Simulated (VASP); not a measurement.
## SiC (Moissanite): Raman and infrared lines

What would a Raman spectrum of SiC (Moissanite) look like? The cell is of the wurtzite type, one of the forms listed for this formula. The start is a cell from a database of measured crystal structures.

Calculated with VASP 6.6.1; LDA; plane waves and PAW (Si, C), in the first sound run; inputs show where later runs differ.

Report form: the programs' logs are mostly left out.

**1. The starting structure**

Symmetry: P6_3mc, No. 186, hexagonal system. Conventional cell: a = 3.076 Å, b = 3.076 Å, c = 5.048 Å, α = 90.00°, β = 90.00°, γ = 120.00°. Nearest to Si lie 4 C at 1.87 to 1.94 Å. Nearest to C lie 4 Si at 1.87 to 1.94 Å. Farther neighbours are not listed.

Structure file:

```xyz
4
Lattice="3.0760 0.0000 0.0000 -1.5380 2.6639 0.0000 0.0000 0.0000 5.0480" Properties=species:S:1:pos:R:3 pbc="T T T"
Si    1.5380    0.8880    2.5240
Si    0.0000    1.7759    0.0000
C     1.5380    0.8880    4.4675
C     0.0000    1.7759    1.9435
```

**2. Relaxation**

Cell and atoms are relaxed first, so that what follows belongs to a calculated equilibrium. The thresholds are tight because second derivatives come next.

Input file INCAR:

```
SYSTEM = SiC
PREC = Accurate
ENCUT = 520
EDIFF = 1E-08
NELM = 100
ISMEAR = 0
SIGMA = 0.01
LREAL = .FALSE.
ALGO = Normal
GGA = CA
NBANDS = 14
LWAVE = .FALSE.
LCHARG = .FALSE.
KPAR = 2
IBRION = 2
NSW = 60
ISIF = 3
EDIFFG = -0.001
```

Input file POSCAR:

```
SiC
1.0
    3.0760000000      0.0000000000      0.0000000000
   -1.5380000000      2.6638941420      0.0000000000
    0.0000000000      0.0000000000      5.0480000000
Si C
2 2
Direct
    0.6666666667      0.3333333333      0.5000000000
    0.3333333333      0.6666666667      0.0000000000
    0.6666666667      0.3333333333      0.8850000000
    0.3333333333      0.6666666667      0.3850000000
```

Input file KPOINTS:

```
Automatic mesh
0
Gamma
10 10 5
0 0 0
```

PAW data sets: Si and C (PBE family, release 64).

Started as:

```console
$ mpirun -np 2 vasp_std
```

The job ended after 25 s (2 MPI ranks of Intel Xeon 6975P-C (Granite Rapids), shared host; peak memory 0.27 GiB).

The PAW data sets were made with PBE, though LDA sets exist; this is a small mismatch. The run keeps the 12 symmetry operations of its start, so it cannot find a distortion of lower symmetry.

Step by step:

```tsv
step	energy less that of the first step (eV)	largest force (eV/Å)	pressure (GPa)	volume (Å³)
1	0.0000	0.7448	-2.32	41.36
2	-0.0061	0.6807	2.59	40.47
3	-0.0369	0.0683	0.01	40.88
4	-0.0369	0.0524	0.07	40.87
5	-0.0396	0.0160	0.27	40.84
6	-0.0397	0.0047	0.23	40.84
7	-0.0397	0.0046	-0.20	40.92
8	-0.0397	0.0003	0.00	40.89
```

```tsv
conventional cell, symmetrised	before	after	change
a (Å)	3.076	3.064	-0.4 %
b (Å)	3.076	3.064	-0.4 %
c (Å)	5.048	5.029	-0.4 %
volume (Å³/atom)	10.34	10.22	-1.2 %
```

The atoms that moved most (Å, as changes of fractional coordinates times the final cell):

```tsv
atom	dx	dy	dz	length
C3	0.000	0.000	-0.023	0.023
Si1	0.000	0.000	0.023	0.023
Si2	0.000	0.000	0.023	0.023
C4	0.000	0.000	-0.023	0.023
```

The relaxed structure:

```
Si C
1.0
     3.06392    0.00000    0.00000
    -1.53196    2.65343    0.00000
     0.00000    0.00000    5.02900
Si C
2 2
Direct
  0.66667 0.33333 0.50461
  0.33333 0.66667 0.00461
  0.66667 0.33333 0.88039
  0.33333 0.66667 0.38039
```

Numbers from this step:

* free energy (TOTEN): -33.17 eV
* Fermi energy: 8.243 eV
* pressure: 3.06e-4 GPa

At LDA, with these data sets, the largest force is down to 3.4e-4 eV/Å, and the volume now lies -1.2 % from that of the session's start.

**3. Relaxation**

The volume changed, so the plane-wave basis no longer fits the cell; a second relaxation starts from a basis rebuilt for the new cell, with the mesh that the input shows.

INCAR is that of step 2.

Input file POSCAR:

```
SiC
1.0
    3.0639158633      0.0000000000      0.0000000000
   -1.5319579317      2.6534289726      0.0000000000
    0.0000000000      0.0000000000      5.0290029076
Si C
2 2
Direct
    0.6666666667      0.3333333333      0.5046146513
    0.3333333333      0.6666666667      0.0046146513
    0.6666666667      0.3333333333      0.8803853487
    0.3333333333      0.6666666667      0.3803853487
```

KPOINTS is that of step 2.

Started as:

```console
$ mpirun -np 2 vasp_std
```

The job ended after 6.2 s (2 MPI ranks; peak memory 0.25 GiB; 11 s of CPU time).

Little changed from the start: no atom moved by 0.005 Å and no cell edge by 0.1 %.

Numbers from this step:

* pressure: 0.001443 GPa

At LDA, with these data sets, the largest force is down to 3.3e-4 eV/Å, and the volume now lies -1.2 % from that of the session's start.

**4. Modes at the zone centre**

IBRION = 8 with LEPSILON gives the zone-centre modes, the Born charges and the dielectric tensor by perturbation theory.

Changes to INCAR since step 3:

```diff
@@ -14,5 +14,4 @@
 KPAR = 2
-IBRION = 2
-NSW = 60
-ISIF = 3
-EDIFFG = -0.001
+LEPSILON = .TRUE.
+IBRION = 8
+NSW = 1
```

POSCAR is that of step 3.

Input file KPOINTS:

```
Automatic mesh
0
Gamma
8 8 5
0 0 0
```

Started as:

```console
$ mpirun -np 2 vasp_std
```

It took 1.9 min on 2 MPI ranks; peak memory 0.65 GiB; 3.7 min of CPU time.

The gap is read on the k-mesh alone, so it is an upper bound where the band edges lie off the mesh. Energies printed during the response cycles are not total energies of the cell.

This step gave:

```yaml
pressure_of_the_cell: 0.001386 GPa
largest_force_of_the_cell: 4.81e-4 eV/Å
fermi_energy: 8.255 eV
gap_on_the_k_mesh: 2.385 eV
least_direct_gap_on_the_k_mesh: 3.910 eV
```

Electronic dielectric tensor with local fields:

```
7.01 0.00 0.00
0.00 7.01 0.00
0.00 0.00 7.28
```

Ionic part of the static dielectric tensor:

```
3.22 0.00 0.00
0.00 3.22 0.00
0.00 0.00 3.98
```

Born effective charge (e), principal values of the symmetric part by kind of site:

```tsv
atom	atoms with these values	low	middle	high	mean
Si1	2	2.68	2.68	2.87	2.74
C3	2	-2.87	-2.68	-2.68	-2.74
```

In full for Si1:

```
2.68 0.00 0.00
0.00 2.68 0.00
0.00 0.00 2.87
```

Lines of the infrared spectrum (strongest = 100):

```tsv
position (cm⁻¹)	lines merged	squared mode dipole, relative
257	2	0.0
597	1	0.0
765	2	0.0
769	1	57
798	2	100
837	1	0.0
```

Transverse limit, no LO-TO splitting. Modes at Γ, with each element's share of the kinetic energy:

```tsv
mode	frequency (cm⁻¹)	symmetry	IR	Si %	C %
1	0.0	acoustic	2.1e-9	70	30
2	0.0	acoustic	7.5e-10	70	30
3	0.0	acoustic	7.5e-10	70	30
4	256.9	E2	0	74	26
5	256.9	E2	0	74	26
6	596.7	B	0	100	0
7	764.8	E2	0	26	74
8	764.8	E2	0	26	74
9	768.7	A1	2.0	30	70
10	798.2	E1	1.7	30	70
11	798.2	E1	1.7	30	70
12	837.5	B	0	0	100
```

Displacements in mode 5 (256.9 cm⁻¹), the largest set to 1:
```
Si1  1.00 -0.30  0.00
Si2 -1.00  0.30  0.00
C3  -0.92  0.27  0.00
C4   0.92 -0.27  0.00
```

Displacements in mode 11 (798.2 cm⁻¹), the largest set to 1:
```
Si1 -0.43  0.13  0.00
Si2 -0.43  0.13  0.00
C3   1.00 -0.30  0.00
C4   1.00 -0.30  0.00
```

Piezoelectric tensor, ionic part (C/m²), by row:

```tsv
field	xx	yy	zz	xy	yz	zx
x	0	0	0	0	0	-0.6287
y	0	0	0	0	-0.6171	0
z	-0.6507	-0.6507	1.231	0	0	0
```

Piezoelectric tensor with clamped ions (C/m²), by row:

```tsv
field	xx	yy	zz	xy	yz	zx
x	0	0	0	0	0	0.59
y	0	0	0	0	0.59	0
z	0.4659	0.4659	-0.8036	0	0	0
```

The mean electronic (clamped-ion) dielectric constant is 7.10. The three acoustic modes come out within 0.025 cm⁻¹ of zero.

**5. Dielectric tensor along a mode, mode (cm-1) 837.49, amplitude 0.05**

This step: LDA, displaced atoms; plane waves and PAW (Si, C) (VASP 6.6.1).

The atoms are moved both ways along each mode that the steps below name, by 0.05 amu^½ Å of its normal coordinate; the derivative of the dielectric tensor, times V/4π, is the Raman tensor. Where modes are degenerate one is taken, since partners share the powder averages.

Changes to INCAR since step 4:

```diff
@@ -15,3 +15 @@
 LEPSILON = .TRUE.
-IBRION = 8
-NSW = 1
```

Input file POSCAR:

```
SiC
1.0
    3.0639158633      0.0000000000      0.0000000000
   -1.5319579317      2.6534289726      0.0000000000
    0.0000000000      0.0000000000      5.0290029076
Si C
2 2
Direct
    0.6666666667      0.3333333333      0.5045942677
    0.3333333333      0.6666666667      0.0046350349
    0.6666666667      0.3333333333      0.8783570492
    0.3333333333      0.6666666667      0.3824136482
```

KPOINTS is that of step 4.

Started as:

```console
$ mpirun -np 2 vasp_std
```

Wall time 58 s (2 MPI ranks); peak memory 0.56 GiB; 1.9 min of CPU time.

This step gave:

```
pressure                       : 0.02157 GPa
gap on the k-mesh              : 2.383 eV
least direct gap on the k-mesh : 3.909 eV
```

Electronic dielectric tensor with local fields:

```
7.01 0.00 0.00
0.00 7.01 0.00
0.00 0.00 7.28
```

Born effective charge (e), principal values of the symmetric part by kind of site:

```tsv
atom	atoms with these values	low	middle	high	mean
Si1	1	2.68	2.68	2.89	2.75
Si2	1	2.67	2.67	2.85	2.73
C3	1	-2.88	-2.68	-2.68	-2.75
C4	1	-2.85	-2.68	-2.68	-2.73
```

In full for C3:

```
-2.68  0.00  0.00
 0.00 -2.68  0.00
 0.00  0.00 -2.88
```

Piezoelectric tensor with clamped ions (C/m²), by row:

```tsv
field	xx	yy	zz	xy	yz	zx
x	0	0	0	-0.00124	0	0.5901
y	-0.00124	0.00124	0	0	0.5901	0
z	0.4659	0.4659	-0.8034	0	0	0
```

The principal values of the electronic dielectric tensor with local fields are 7.01, 7.01 and 7.28. Mean Born effective charge: Si1 2.75, Si2 2.73, C3 -2.75, C4 -2.73 e.

**6. Dielectric tensor along a mode, mode (cm-1) 837.49, amplitude -0.05**

The same response, for the next move.

INCAR is that of step 5.

Input file POSCAR:

```
SiC
1.0
    3.0639158633      0.0000000000      0.0000000000
   -1.5319579317      2.6534289726      0.0000000000
    0.0000000000      0.0000000000      5.0290029076
Si C
2 2
Direct
    0.6666666667      0.3333333333      0.5046350349
    0.3333333333      0.6666666667      0.0045942677
    0.6666666667      0.3333333333      0.8824136482
    0.3333333333      0.6666666667      0.3783570492
```

KPOINTS is that of step 5.

Started as:

```console
$ mpirun -np 2 vasp_std
```

Run time: 59 s. Hardware: 2 MPI ranks; peak memory 0.57 GiB; 1.9 min of CPU time.

Electronic dielectric tensor with local fields:

```
7.01 0.00 0.00
0.00 7.01 0.00
0.00 0.00 7.28
```

The two moves along the mode at 837 cm⁻¹ give the same tensor, so the mode is Raman silent.

**7. Dielectric tensor along a mode, mode (cm-1) 798.17, amplitude 0.05**

INCAR is that of step 6.

Input file POSCAR:

```
SiC
1.0
    3.0639158633      0.0000000000      0.0000000000
   -1.5319579317      2.6534289726      0.0000000000
    0.0000000000      0.0000000000      5.0290029076
Si C
2 2
Direct
    0.6657225845      0.3337283860      0.5046146513
    0.3323892511      0.6670617194      0.0046146513
    0.6688740987      0.3324096396      0.8803853487
    0.3355407653      0.6657429730      0.3803853487
```

KPOINTS is that of step 6.

Started as:

```console
$ mpirun -np 2 vasp_std
```

Elapsed: 2.4 min, on 2 MPI ranks; peak memory 0.67 GiB.

Electronic dielectric tensor with local fields:

```
 7.02  0.00 -0.01
 0.00  7.01  0.00
-0.01  0.00  7.28
```

The principal values of the electronic dielectric tensor with local fields are 7.01, 7.02 and 7.28.

**8. Dielectric tensor along a mode, mode (cm-1) 798.17, amplitude -0.05**

INCAR is that of step 7.

Input file POSCAR:

```
SiC
1.0
    3.0639158633      0.0000000000      0.0000000000
   -1.5319579317      2.6534289726      0.0000000000
    0.0000000000      0.0000000000      5.0290029076
Si C
2 2
Direct
    0.6676107489      0.3329382806      0.5046146513
    0.3342774155      0.6662716140      0.0046146513
    0.6644592347      0.3342570270      0.8803853487
    0.3311259013      0.6675903604      0.3803853487
```

KPOINTS is that of step 7.

Started as:

```console
$ mpirun -np 2 vasp_std
```

Elapsed: 2.3 min, on 2 MPI ranks; peak memory 0.69 GiB; 4.5 min of CPU time.

Between the two moves along the mode at 798 cm⁻¹ the tensors differ most in zx: forward less backward gives -0.0190.

**9. Dielectric tensor along a mode, mode (cm-1) 768.7, amplitude 0.05**

INCAR is that of step 8.

Input file POSCAR:

```
SiC
1.0
    3.0639158633      0.0000000000      0.0000000000
   -1.5319579317      2.6534289726      0.0000000000
    0.0000000000      0.0000000000      5.0290029076
Si C
2 2
Direct
    0.6666666667      0.3333333333      0.5038885509
    0.3333333333      0.6666666667      0.0038885509
    0.6666666667      0.3333333333      0.8820830490
    0.3333333333      0.6666666667      0.3820830490
```

KPOINTS is that of step 8.

Started as:

```console
$ mpirun -np 2 vasp_std
```

The job ended after 43 s (2 MPI ranks; peak memory 0.46 GiB; 84 s of CPU time).

**10. Dielectric tensor along a mode, mode (cm-1) 768.7, amplitude -0.05**

INCAR is that of step 9.

Input file POSCAR:

```
SiC
1.0
    3.0639158633      0.0000000000      0.0000000000
   -1.5319579317      2.6534289726      0.0000000000
    0.0000000000      0.0000000000      5.0290029076
Si C
2 2
Direct
    0.6666666667      0.3333333333      0.5053407517
    0.3333333333      0.6666666667      0.0053407517
    0.6666666667      0.3333333333      0.8786876484
    0.3333333333      0.6666666667      0.3786876484
```

KPOINTS is that of step 9.

Started as:

```console
$ mpirun -np 2 vasp_std
```

Elapsed: 43 s, on 2 MPI ranks; peak memory 0.46 GiB.

Between the two moves along the mode at 769 cm⁻¹ the tensors differ most in zz: forward less backward gives +0.0628.

**11. Dielectric tensor along a mode, mode (cm-1) 764.76, amplitude 0.05**

INCAR is that of step 10.

Input file POSCAR:

```
SiC
1.0
    3.0639158633      0.0000000000      0.0000000000
   -1.5319579317      2.6534289726      0.0000000000
    0.0000000000      0.0000000000      5.0290029076
Si C
2 2
Direct
    0.6657798137      0.3337044348      0.5046146513
    0.3342201863      0.6662955652      0.0046146513
    0.6644044149      0.3342799664      0.8803853487
    0.3355955851      0.6657200336      0.3803853487
```

KPOINTS is that of step 10.

Started as:

```console
$ mpirun -np 2 vasp_std
```

Run time: 94 s. Hardware: 2 MPI ranks; peak memory 0.69 GiB; 3.1 min of CPU time.

Electronic dielectric tensor with local fields:

```
7.01 0.01 0.00
0.01 7.02 0.00
0.00 0.00 7.28
```

The principal values of the electronic dielectric tensor with local fields are 7.00, 7.03 and 7.28.

**12. Dielectric tensor along a mode, mode (cm-1) 764.76, amplitude -0.05**

INCAR is that of step 11.

Input file POSCAR:

```
SiC
1.0
    3.0639158633      0.0000000000      0.0000000000
   -1.5319579317      2.6534289726      0.0000000000
    0.0000000000      0.0000000000      5.0290029076
Si C
2 2
Direct
    0.6675535197      0.3329622318      0.5046146513
    0.3324464803      0.6670377682      0.0046146513
    0.6689289185      0.3323867002      0.8803853487
    0.3310710815      0.6676132998      0.3803853487
```

KPOINTS is that of step 11.

Started as:

```console
$ mpirun -np 2 vasp_std
```

Wall time 91 s (2 MPI ranks); peak memory 0.68 GiB.

Electronic dielectric tensor with local fields:

```
 7.02 -0.01  0.00
-0.01  7.01  0.00
 0.00  0.00  7.28
```

Between the two moves along the mode at 765 cm⁻¹ the tensors differ most in xy: forward less backward gives +0.0239.

**13. Dielectric tensor along a mode, mode (cm-1) 596.69, amplitude 0.05**

INCAR is that of step 12.

Input file POSCAR:

```
SiC
1.0
    3.0639158633      0.0000000000      0.0000000000
   -1.5319579317      2.6534289726      0.0000000000
    0.0000000000      0.0000000000      5.0290029076
Si C
2 2
Direct
    0.6666666667      0.3333333333      0.5059410816
    0.3333333333      0.6666666667      0.0032882210
    0.6666666667      0.3333333333      0.8803541793
    0.3333333333      0.6666666667      0.3804165181
```

KPOINTS is that of step 12.

Started as:

```console
$ mpirun -np 2 vasp_std
```

Wall time 59 s (2 MPI ranks); peak memory 0.56 GiB.

Electronic dielectric tensor with local fields:

```
7.01 0.00 0.00
0.00 7.01 0.00
0.00 0.00 7.28
```

The principal values of the electronic dielectric tensor with local fields are 7.01, 7.01 and 7.28.

**14. Dielectric tensor along a mode, mode (cm-1) 596.69, amplitude -0.05**

INCAR is that of step 13.

Input file POSCAR:

```
SiC
1.0
    3.0639158633      0.0000000000      0.0000000000
   -1.5319579317      2.6534289726      0.0000000000
    0.0000000000      0.0000000000      5.0290029076
Si C
2 2
Direct
    0.6666666667      0.3333333333      0.5032882210
    0.3333333333      0.6666666667      0.0059410816
    0.6666666667      0.3333333333      0.8804165181
    0.3333333333      0.6666666667      0.3803541793
```

KPOINTS is that of step 13.

Started as:

```console
$ mpirun -np 2 vasp_std
```

The job ended after 58 s (2 MPI ranks; peak memory 0.57 GiB).

The two moves along the mode at 597 cm⁻¹ give the same tensor, so the mode is Raman silent.

**15. Dielectric tensor along a mode, mode (cm-1) 256.86, amplitude 0.05**

INCAR is that of step 14.

Input file POSCAR:

```
SiC
1.0
    3.0639158633      0.0000000000      0.0000000000
   -1.5319579317      2.6534289726      0.0000000000
    0.0000000000      0.0000000000      5.0290029076
Si C
2 2
Direct
    0.6681461133      0.3327142999      0.5046146513
    0.3318538867      0.6672857001      0.0046146513
    0.6653105249      0.3339007727      0.8803853487
    0.3346894751      0.6660992273      0.3803853487
```

KPOINTS is that of step 14.

Started as:

```console
$ mpirun -np 2 vasp_std
```

Elapsed: 95 s, on 2 MPI ranks; peak memory 0.69 GiB; 3.1 min of CPU time.

**16. Dielectric tensor along a mode, mode (cm-1) 256.86, amplitude -0.05**

INCAR is that of step 15.

Input file POSCAR:

```
SiC
1.0
    3.0639158633      0.0000000000      0.0000000000
   -1.5319579317      2.6534289726      0.0000000000
    0.0000000000      0.0000000000      5.0290029076
Si C
2 2
Direct
    0.6651872201      0.3339523667      0.5046146513
    0.3348127799      0.6660476333      0.0046146513
    0.6680228085      0.3327658939      0.8803853487
    0.3319771915      0.6672341061      0.3803853487
```

KPOINTS is that of step 15.

Started as:

```console
$ mpirun -np 2 vasp_std
```

Wall time 1.9 min (2 MPI ranks); peak memory 0.7 GiB; 3.8 min of CPU time.

Electronic dielectric tensor with local fields:

```
7.01 0.00 0.00
0.00 7.01 0.00
0.00 0.00 7.28
```

Between the two moves along the mode at 257 cm⁻¹ the tensors differ most in xy: forward less backward gives +0.0021.

**17. Summary**

This step: Raman activities from finite differences of the dielectric tensor, LDA; plane waves and PAW (VASP 6.6.1).

No new run; the numbers come from the runs before.

Raman lines, with heights relative to the strongest:

```tsv
position (cm⁻¹)	lines merged	powder activity 45 a^2 + 7 b^2, relative
257	2	0.3
597	1	0.0
765	2	40
769	1	100
798	2	25
837	1	0.0
```

Off resonance, transverse modes. Raman, by row:

```tsv
frequency (cm⁻¹)	mean derivative a (Å²/amu^0.5)	anisotropy b² (Å^4/amu)	activity (Å^4/amu)	infrared strength (e²/amu)
837.5	3.25e-5	8.35e-28	4.76e-8	0
798.2	6.51e-5	1.243	8.698	1.702
798.2	6.51e-5	1.243	8.698	1.702
768.7	-0.05628	9.927	69.63	1.956
764.8	-2.17e-4	1.979	13.86	0
764.8	-2.17e-4	1.979	13.86	0
596.7	-9.76e-5	0	4.29e-7	0
256.9	-1.52e-4	0.01595	0.1116	0
256.9	-1.52e-4	0.01595	0.1116	0
```

**18. Results**

| Property | Result |
| --- | --- |
| Raman lines above 2 % of the strongest | 798.2, 768.7, 764.8 cm⁻¹ |

In words: With degenerate and close partners summed, the strongest Raman line lies at 768.7 cm⁻¹. Summed alike, the strongest infrared line lies at 798.2 cm⁻¹. Without a centre of inversion, modes can be both Raman and infrared active; their longitudinal partners appear in a spectrum too. They weren't computed. Activities are off resonance and without the thermal factor, and their mesh wasn't tested for convergence. Not tabulated here, as repeats of values shown or as unfit to read for their mesh, reference level or band range: gaps (relaxation).

[Lines on the potential files, build, host, timing and source positions are cut from VASP's logs without a mark.]

[Logs are printed without paths, hosts, clocks, repeated set-up lines and the standing remarks that a program may print on its own settings, such as how far it seeks lower states.]

[Hosts, paths, dates, database ids (printed as entryN), source tags and the programs' standing remarks are cut or masked in the printed files.]
